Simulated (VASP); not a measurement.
Input of a VASP 6.6.1 run:

File INCAR:

```
SYSTEM = BaZrO3
  PREC = Accurate
  ENCUT = 600
  EDIFF = 1E-7
  ISMEAR = 0
  SIGMA = 0.03
  LREAL = .FALSE.
  LASPH = .TRUE.
  NELM = 80
  ALGO = Normal
  ISIF = 3
  LWAVE = .FALSE.
  LCHARG = .FALSE.
  GGA = CA
  IBRION = 2
  NSW = 90
  EDIFFG = -0.005
```

Contents of KPOINTS:

```
Automatic mesh
0
G
  6 6 6
  0 0 0
```

Contents of POSCAR:

```
BaZrO3                                  
1.0
    4.1579271847      0.0000000000      0.0000000000
    0.0000000000      4.1579271847      0.0000000000
    0.0000000000      0.0000000000      4.1579271847
  Ba              Zr              O             
     1     1     3
Direct
     0.0000000000000000    0.0000000000000000    0.0000000000000000
     0.5000000000000000    0.5000000000000000    0.5000000000000000
     0.0000000000000000    0.5000000000000000    0.5000000000000000
     0.5000000000000000    0.0000000000000000    0.5000000000000000
     0.5000000000000000    0.5000000000000000    0.0000000000000000
```

Potentials or basis: VASP PAW LDA potentials, release 64 (Ba_sv, Zr_sv, O).

Launch:

```sh
$ cat potpaw_LDA.64/Ba_sv/POTCAR potpaw_LDA.64/Zr_sv/POTCAR potpaw_LDA.64/O/POTCAR > POTCAR
$ mpirun -np 1 vasp_std > vasp.out
```

Question: Estimate the band gap on the k mesh.

Answer: 3.12 eV, indirect (least direct gap 3.31 eV).

Final structure:
```cif
data_structure
_symmetry_space_group_name_H-M 'P 1'
_symmetry_Int_Tables_number 1
_cell_length_a 4.1579
_cell_length_b 4.1579
_cell_length_c 4.1579
_cell_angle_alpha 90.000
_cell_angle_beta 90.000
_cell_angle_gamma 90.000
_cell_volume 71.88
loop_
_atom_site_label
_atom_site_type_symbol
_atom_site_fract_x
_atom_site_fract_y
_atom_site_fract_z
_atom_site_occupancy
Ba1 Ba 0.00000 0.00000 0.00000 1
Zr1 Zr 0.50000 0.50000 0.50000 1
O1 O 0.00000 0.50000 0.50000 1
O2 O 0.50000 0.00000 0.50000 1
O3 O 0.50000 0.50000 0.00000 1
```

Caveat: the relaxation stopped at its first step, so nothing moved; spin-orbit coupling is left out, which moves the levels of the heavy elements. A k mesh can miss the band edges.
